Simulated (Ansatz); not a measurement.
# MgO: energies, forces and stress near the listed structure

Aim: see how energy, forces, stress and gap of MgO answer to moves of single atoms, further strains and shifts, distortions that keep the symmetry, other functionals. Nothing is relaxed unless a step says so.

Program: Ansatz 0.2.0. Level of theory: DFT PBEsol, scalar-relativistic, plane waves, PAW. These are calculated values, not measurements.

**1. Starting point**

Symmetry: P6_3/mmc, No. 194, hexagonal system. The conventional cell has a = 3.486 Å, b = 3.486 Å, c = 4.178 Å, α = 90.00°, β = 90.00°, γ = 120.00°. Mg (site symmetry -6m2) is surrounded by 5 O at 2.01 to 2.09 Å. O (site symmetry -6m2) has 5 Mg at 2.01 to 2.09 Å as nearest neighbours.

Coordinates:

```
Mg O
1.0
     3.48638    0.00000    0.00000
    -1.74319    3.01929    0.00000
     0.00000    0.00000    4.17804
Mg O
2 2
Direct
  0.66667 0.33333 0.75000
  0.33333 0.66667 0.25000
  0.66667 0.33333 0.25000
  0.33333 0.66667 0.75000
```

The structure comes from the Materials Project (structure only).

**2. One atom moved**

Against the listed cell: atom 3 (O) moved by 0.15 Å.

input.yaml

```yaml
crystal:
  lattice:
    - [3.4863778627, 0.0, 0.0]
    - [-1.7431889314, 3.0192917963, 0.0]
    - [0.0, 0.0, 4.17804122]
  atoms:
    - { symbol: Mg, position: [0.66666667, 0.33333333, 0.75] }
    - { symbol: Mg, position: [0.33333333, 0.66666667, 0.25] }
    - { symbol: O, position: [0.66666667, 0.33333333, 0.2859019914] }
    - { symbol: O, position: [0.33333333, 0.66666667, 0.75] }
basis:
  ecutwfc: 420
kpoints:
  mp_grid: { grid: [9, 9, 6] }
hamiltonian:
  xc: pbesol
scf:
  occupations: { method: gaussian, width: 0.02 }
output:
  forces: true
  stress: true
  eigenvalues: true
  populations: true
```

Launch:

```console
$ ansatz run input.yaml --threads 1 --pin off --max-ram 1331MiB --backend cpu --events-out ev --progress --plain --runs-dir out
```

**3. A change within the space group**

input.yaml

```yaml
crystal:
  lattice:
    - [3.4452386039, 0.0, 0.0]
    - [-1.722619302, 2.9836641531, 0.0]
    - [0.0, 0.0, 3.8780578604]
  atoms:
    - { symbol: Mg, position: [0.66666667, 0.33333333, 0.75] }
    - { symbol: Mg, position: [0.33333333, 0.66666667, 0.25] }
    - { symbol: O, position: [0.66666667, 0.33333333, 0.25] }
    - { symbol: O, position: [0.33333333, 0.66666667, 0.75] }
basis:
  ecutwfc: 420
kpoints:
  mp_grid: { grid: [9, 9, 6] }
hamiltonian:
  xc: pbesol
scf:
  occupations: { method: gaussian, width: 0.02 }
output:
  forces: true
  stress: true
  eigenvalues: true
```

**4. Another functional, on a distorted cell: LDA**

input.yaml: that of step 3 with these lines changed.

```diff
@@ -2,5 +2,5 @@
   lattice:
-    - [3.4452386039, 0.0, 0.0]
-    - [-1.722619302, 2.9836641531, 0.0]
-    - [0.0, 0.0, 3.8780578604]
+    - [3.5182084926, 0.0, 0.0]
+    - [-1.7591042463, 3.0468579304, 0.0]
+    - [0.0, 0.0, 4.2161867363]
   atoms:
@@ -15,3 +15,3 @@
 hamiltonian:
-  xc: pbesol
+  xc: lda
 scf:
@@ -22 +22,2 @@
   eigenvalues: true
+  populations: true
```

**5. A distortion of lower symmetry**

input.yaml

```yaml
crystal:
  lattice:
    - [3.5967217221, -0.0525745782, -0.0819298798]
    - [-1.8438917814, 3.0885738006, 0.0819367296]
    - [-0.0981839687, 0.0566960194, 4.5245679588]
  atoms:
    - { symbol: Mg, position: [0.6872755109, 0.3127244891, 0.7607311429] }
    - { symbol: Mg, position: [0.3309861414, 0.6690138586, 0.2429321168] }
    - { symbol: O, position: [0.6712505985, 0.3287494015, 0.2547550633] }
    - { symbol: O, position: [0.3104877492, 0.6895122508, 0.741581677] }
basis:
  ecutwfc: 420
kpoints:
  mp_grid: { grid: [9, 9, 6] }
hamiltonian:
  xc: pbesol
scf:
  occupations: { method: gaussian, width: 0.02 }
output:
  forces: true
  stress: true
  eigenvalues: true
```

**6. Another functional, on a distorted cell: PBE**

input.yaml

```yaml
crystal:
  lattice:
    - [3.459079524, 0.0, 0.0]
    - [-1.7295397621, 2.9956507415, 0.0]
    - [0.0, 0.0, 4.0826565389]
  atoms:
    - { symbol: Mg, position: [0.66666667, 0.33333333, 0.75] }
    - { symbol: Mg, position: [0.33333333, 0.66666667, 0.25] }
    - { symbol: O, position: [0.66666667, 0.33333333, 0.25] }
    - { symbol: O, position: [0.33333333, 0.66666667, 0.75] }
basis:
  ecutwfc: 420
kpoints:
  mp_grid: { grid: [9, 9, 6] }
hamiltonian:
  xc: pbe
scf:
  occupations: { method: gaussian, width: 0.02 }
output:
  forces: true
  stress: true
  eigenvalues: true
```

**7. A change within the space group**

input.yaml: that of step 6 with these lines changed.

```diff
@@ -2,5 +2,5 @@
   lattice:
-    - [3.459079524, 0.0, 0.0]
-    - [-1.7295397621, 2.9956507415, 0.0]
-    - [0.0, 0.0, 4.0826565389]
+    - [3.5585458845, 0.0, 0.0]
+    - [-1.7792729423, 3.0817911365, 0.0]
+    - [0.0, 0.0, 4.5152091465]
   atoms:
@@ -15,3 +15,3 @@
 hamiltonian:
-  xc: pbe
+  xc: pbesol
 scf:
```

**8. A single atom displaced**

input.yaml: that of step 7 with these lines changed.

```diff
@@ -2,7 +2,7 @@
   lattice:
-    - [3.5585458845, 0.0, 0.0]
-    - [-1.7792729423, 3.0817911365, 0.0]
-    - [0.0, 0.0, 4.5152091465]
+    - [3.4863778627, 0.0, 0.0]
+    - [-1.7431889314, 3.0192917963, 0.0]
+    - [0.0, 0.0, 4.17804122]
   atoms:
-    - { symbol: Mg, position: [0.66666667, 0.33333333, 0.75] }
+    - { symbol: Mg, position: [0.6924814278, 0.33333333, 0.75] }
     - { symbol: Mg, position: [0.33333333, 0.66666667, 0.25] }
```

What does the calculation give? Wanted: for each run, case; energy; pressure; largest force.

**Answer**, as computed:

```
step                                          case  energy (meV/atom)  pressure (GPa)  largest force (eV/Å)  gap on the mesh (eV)
   2                                one atom moved               +0.0             2.2                  1.81                  3.32
   3               a change within the space group              +53.2            19.4                  0.00                  3.84
   4  another functional, on a distorted cell: LDA                n/a            -7.2                  0.00                  3.20
   5                a distortion of lower symmetry             +110.1            -8.5                  1.47                  2.53
   6  another functional, on a distorted cell: PBE                n/a            10.7                  0.00                  3.67
   7               a change within the space group              +26.1           -11.1                  0.00                  2.65
   8                       a single atom displaced              -22.3             1.5                  0.94                  3.31
```

Energies are counted from step 2, with the smearing taken to zero. Other atoms or functionals have another zero of energy (n/a). 

**Reading.** Among the distorted cells of the listed formula and level the largest force, 1.81 eV/Å, acts on O3 in step 2. Among the distorted cells of the listed formula and level the gap runs from 2.53 eV to 3.84 eV.

These are semilocal Kohn-Sham gaps, which aren't the measured quantity. Such gaps usually fall short of the measured ones.
